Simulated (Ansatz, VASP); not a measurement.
## BAs in VASP and in Ansatz

```
B As
1.0
     0.00000    2.40464    2.40464
     2.40464    0.00000    2.40464
     2.40464    2.40464    0.00000
B As
1 1
Direct
  0.00000 0.00000 0.00000
  0.25000 0.25000 0.25000
```

Alike in both runs: functional PBE; k mesh 10 × 10 × 10; no spin polarisation.

Ansatz relaxed the structure, and its values are those at the end. VASP's run is a single point on that final structure, the one shown.

|  | VASP | Ansatz |
| --- | --- | --- |
| version | VASP 6.6.1 | Ansatz 0.2.0 |
| potentials or method | VASP PAW PBE potentials, release 64 (B, As) | scalar-relativistic, plane waves, PAW |
| plane-wave cutoff (eV) | 520 | 420 |
| occupations | gaussian, width 0.01 eV | fixed |
| valence electrons in the cell | 8 | 18 |

|  | VASP | Ansatz | Ansatz less VASP |
| --- | --- | --- | --- |
| gap on the k mesh at the Fermi level (eV) | 1.20 | 1.20 | +0.008 |
| least direct gap on the mesh (eV) | 3.25 | 3.26 | +0.005 |
| pressure (GPa) | 0.6 | 0.0 | -0.60 |

The two sets of potentials don't hold the same shells in valence.

A k mesh can miss the band edges.
